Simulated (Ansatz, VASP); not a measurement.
**One calculation of Ir, two programs**

The input INCAR:

```
SYSTEM = Ir
ALGO = Normal
EDIFF = 1E-6
ENCUT = 520
GGA = RE
ISIF = 2
ISMEAR = -1
LASPH = .TRUE.
LCHARG = .FALSE.
LREAL = .FALSE.
LWAVE = .FALSE.
NBANDS = 16
NELM = 100
PREC = Accurate
SIGMA = 0.1
```

Contents of KPOINTS:

```
k-points
0
G
  15 15 8
  0 0 0
```

Contents of POSCAR:

```
Ir
1.0
    2.8627311375      0.0000000000      0.0000000000
   -1.4313655687      2.4791978893      0.0000000000
    0.0000000000      0.0000000000      4.6423994209
Ir
2
Direct
    0.3333333333      0.6666666667      0.2500000000
    0.6666666667      0.3333333333      0.7500000000
```

Input for Ansatz:

```yaml
crystal:
  lattice:
    - [2.8627311375, 0.0, 0.0]
    - [-1.4313655687, 2.4791978893, 0.0]
    - [0.0, 0.0, 4.6423994209]
  atoms:
    - { symbol: Ir, position: [0.3333333333, 0.6666666667, 0.25] }
    - { symbol: Ir, position: [0.6666666667, 0.3333333333, 0.75] }
hamiltonian:
  xc: revpbe
  pseudopotentials:
    kind: paw
    azcp:
      Ir: "pseudopotentials/Ir.paw.azcp"
basis:
  ecutwfc: 420
  fft_grid_basis: typed
kpoints:
  mp_grid: { grid: [15, 15, 8], shift: [0, 0, 0] }
magnetization:
  spin_polarized: false
scf:
  occupations: { method: fermi_dirac, width: 0.1 }
  lower_state_search: "off"
output:
  stress: true
```

Alike in both runs: task single point; functional revPBE; k mesh 15 × 15 × 8; occupations fermi-dirac, width 0.1 eV; no spin polarisation.

|  | VASP | Ansatz |
| --- | --- | --- |
| version | VASP 6.6.1 | Ansatz 0.2.0 |
| potentials or method | VASP PAW PBE potentials, release 64 (Ir) | plane waves (420 eV) with PAW, scalar-relativistic |
| plane-wave cutoff (eV) | 520 | 420 |
| valence electrons in the cell | 18 | 34 |

```tsv
	VASP	Ansatz	Ansatz less VASP
pressure (GPa)	-27.7	-27.9	-0.20
largest component of the traceless stress (GPa)	0.50	0.52	+0.018
```

The two sets of potentials don't hold the same shells in valence.

Caveats: so large a pressure means that the cell lies far from this level's equilibrium, or that cutoff or potentials fall short (VASP); the potentials were made for another functional, which shifts forces and pressure (VASP). Spin-orbit coupling is left out, which matters for the levels of Ir.
